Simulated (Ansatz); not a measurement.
Program: Ansatz.

The input (input.yaml):

```yaml
crystal:
  lattice:
    - [0.0, 5.605281, 5.605281]
    - [5.605281, 0.0, 5.605281]
    - [5.605281, 5.605281, 0.0]
  atoms:
    - { symbol: Si, position: [0.02077722, 0.03519294, 0.0049748] }
    - { symbol: Si, position: [0.07177336, 0.28102737, 0.13004776] }
    - { symbol: Si, position: [-0.21001754, -0.04204219, 0.79750582] }
    - { symbol: Si, position: [0.04007387, 0.14505748, 0.59158558] }
    - { symbol: Si, position: [0.05811409, 0.63140087, -0.01357592] }
    - { symbol: Si, position: [0.07838232, 0.71144238, 0.21014322] }
    - { symbol: Si, position: [-0.03799026, 0.46023726, 0.63152847] }
    - { symbol: Si, position: [0.04318378, 0.72305836, 0.6535283] }
    - { symbol: Si, position: [0.39982399, 0.09397801, -0.11144896] }
    - { symbol: Si, position: [0.71315067, 0.1717447, -0.05461811] }
    - { symbol: Si, position: [0.40828343, 0.13629429, 0.36388416] }
    - { symbol: Si, position: [0.54743535, 0.1840245, 0.52930605] }
    - { symbol: Si, position: [0.67984906, 0.48345231, -0.02223175] }
    - { symbol: Si, position: [0.43415337, 0.72550379, 0.13798839] }
    - { symbol: Si, position: [0.45067286, 0.53207471, 0.51506428] }
    - { symbol: Si, position: [0.54883625, 0.75427326, 0.57001711] }
basis:
  ecutwfc: 420.0
kpoints:
  mp_grid: { grid: [2, 2, 2] }
hamiltonian:
  xc: pbe
scf:
  occupations: { method: fermi_dirac, width: 0.36 }
  lower_state_search: "off"
md:
  timestep: 1.5
  n_steps: 300
  ensemble: npt_langevin
  temperature: 2940.0
  initial_velocities: maxwell_boltzmann
  seed: 244429
  friction: 0.005
  pressure: 1.0
  fix_cell: [angles]
```

Launched with:

```bash
$ ansatz run input.yaml --threads 1 --pin off --max-ram 3072MiB --backend cpu --events-out ev --progress --plain --runs-dir out
```

Question: What happens?

Answer: The program refused the input.

```
Error: invalid value for `md.fix_cell`: [angles] moves the lengths of a cell of three orthogonal vectors, or of a hexagonal pair and its axis, to one part in 10,000 — type the conventional cell (crystal.reduce_to_primitive: false), its vectors to more digits where they are rounded, or move the angles too (md.fix_cell: [])
```
